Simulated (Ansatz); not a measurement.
The system is Hf.

```
CELL_PARAMETERS angstrom
3.19670 0.00000 0.00000
-1.59835 2.76842 0.00000
0.00000 0.00000 5.05780
ATOMIC_POSITIONS crystal
Hf 0.66667 0.33333 0.75000
Hf 0.33333 0.66667 0.25000
```

Base run:

| Item | Value |
| --- | --- |
| Program | Ansatz 0.2.0 |
| Functional | RPBE |
| Potentials or basis | Ansatz PAW |
| Cutoff | 420 eV (not typed: the program's choice for these potentials) |
| k mesh | 10 × 10 × 5 |
| Occupations | fermi-dirac, width 0.05 eV |
| Spin | no spin polarisation |

Its results: band gap on the k mesh none (metal or under the smearing width); pressure 3.5 GPa.

After a change of settings the same cell gave: band gap on the k mesh none (metal or under the smearing width); pressure -3.9 GPa. Which change was it?
A. functional from RPBE to BLYP
B. functional from RPBE to PBEsol
C. functional from RPBE to revPBE
D. functional from RPBE to r2SCAN; cutoff from 420 eV (not typed: the program's choice for these potentials) to 500 eV (not typed: the program's choice for these potentials)

B.

PBEsol binds more tightly than RPBE, so the same cell stands under less pressure.

Caveats: spin-orbit coupling is left out, which moves the levels of the heavy elements; the PAW data sets come from PBE, with cores solved anew for the run's functional, which leaves a small shift of forces and pressure.

Runs at the PBE level aren't shown here.
